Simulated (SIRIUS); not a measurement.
Hf:

```
Hf
1.0
     3.19670    0.00000    0.00000
    -1.59835    2.76842    0.00000
     0.00000    0.00000    5.05780
Hf
2
Direct
  0.66667 0.33333 0.75000
  0.33333 0.66667 0.25000
```

Base run:

* Program: SIRIUS 7.12.0
* Functional: PBEsol
* Potentials or basis: PseudoDojo 0.4.1 PBE standard (scalar relativistic)
* Cutoff: 807 eV
* Density cutoff: 3227 eV
* k mesh: 10 × 10 × 5
* Occupations: fermi-dirac, width 0.05 eV
* Spin: no spin polarisation
* Hubbard terms: Hf d U = 4 eV

Its results: band gap on the k mesh none (metal or under the smearing width); pressure 2.0 GPa.

Problem. The run is repeated on the same cell with these changes: hubbard terms from Hf d U = 4 eV to Hf d U = 8 eV. What comes out?

Solution. Band gap on the k mesh none (metal or under the smearing width); pressure 9.2 GPa.

Caveats: the potentials were made for another functional, which shifts forces and pressure; U without spin polarisation on a metal has little footing; the U is typed as a test and isn't derived for this compound.
